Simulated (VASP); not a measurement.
CdO, 2 atoms in the cell. It takes space group Fm-3m (No. 225, cubic). Conventional cell: a = 4.722 Å, b = 4.722 Å, c = 4.722 Å, α = 90.00°, β = 90.00°, γ = 90.00°. Cd (site symmetry m-3m) has 6 O at 2.36 Å as nearest neighbours. O (site symmetry m-3m) has 6 Cd at 2.36 Å as nearest neighbours. The cell is a database's computed one.

- Program: VASP 6.6.1
- Task: relaxation of cell and atoms
- Functional: PBEsol
- Potentials or basis: VASP PAW PBE potentials, release 64 (Cd, O_s)
- Cutoff: 480 eV
- k mesh: 16 × 16 × 16
- Occupations: gaussian, width 0.1 eV
- Spin: no spin polarisation
- Further INCAR settings: ALGO = Normal; EDIFF = 1e-07; IBRION = 2; EDIFFG = -0.005; NSW = 90; ISIF = 3

Potentials or basis: VASP PAW PBE potentials, release 64 (Cd, O_s).

Command:

```sh
$ cat potpaw_PBE.64/Cd/POTCAR potpaw_PBE.64/O_s/POTCAR > POTCAR
$ mpirun -np 1 vasp_std > vasp.out
```

Hardware: 1 thread of Intel(R) Xeon(R) Platinum 8488C (Sapphire Rapids), on a shared host.

Task: How long does it take, and how much memory?

Result: It took 46 s on 1 thread of Intel(R) Xeon(R) Platinum 8488C (Sapphire Rapids), with other jobs on the host, peak memory 0.18 GiB. Counts: scf iterations 29, k points 145, ion steps 3.
